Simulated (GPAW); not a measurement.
CoO:

```
CELL_PARAMETERS angstrom
0.00000 2.34364 2.34364
2.34364 0.00000 2.34364
2.34364 2.34364 0.00000
ATOMIC_POSITIONS crystal
Co 0.00000 0.00000 0.00000
O 0.25000 0.25000 0.25000
```

Measurements of this composition are mostly on another form, of space group No. 225.

Program: GPAW 26.7.0. Alike in all runs: cell as given.

**Question.** Order these runs on this cell by their pressure, lowest first.
A. level r2SCAN; potentials or basis GPAW PAW data sets (gpaw-data 1.2.1), pw; spin collinear, ferromagnetic start; k mesh 7 × 7 × 7; cutoff (eV) 800; smearing gaussian 0.05 eV; mesh quality not flagged
B. level r2SCAN; potentials or basis GPAW PAW data sets (gpaw-data 1.2.1), pw; spin collinear, ferromagnetic start; fixed moment (μB) 4.0; k mesh 7 × 7 × 7; cutoff (eV) 800; smearing gaussian 0.05 eV; mesh quality not flagged
C. level RPBE; potentials or basis the program's PAW data sets (release 1.2.1) made for this functional, pw; spin collinear, ferromagnetic start; k mesh 5 × 5 × 5; cutoff (eV) 680; smearing fermi-dirac 0.01 eV; mesh quality coarse
D. level PBEsol; potentials or basis PAW data sets generated in the run's folder for this functional, pw; spin collinear, zero start; fixed moment (μB) 0.0; k mesh 7 × 7 × 7; cutoff (eV) 800; smearing gaussian 0.05 eV; mesh quality not flagged
E. level r2SCAN+U; potentials or basis GPAW PAW data sets (gpaw-data 1.2.1), pw; spin collinear, ferromagnetic start; U Co d U = 3 eV; fixed moment (μB) 1.0; k mesh 7 × 7 × 7; cutoff (eV) 800; smearing gaussian 0.05 eV; mesh quality not flagged

**Answer.** D (-30.3 GPa), E (-22.2 GPa), A (-10.5 GPa), C (-7.6 GPa), B (-3.7 GPa).

Caveats: some runs use coarse meshes; a cell with one magnetic atom can't hold antiferromagnetic order, which such compounds often take (some runs); the PAW data sets were made with another functional, which shifts forces and pressure a little (some runs); the total moment is fixed, so each spin has its own Fermi level (some runs); the cutoff is short for stress and forces, so pressures can be off by a GPa or more (some runs); the run has no moments, though such compounds are often magnetic (some runs); a magnetic state may lie lower (some runs).
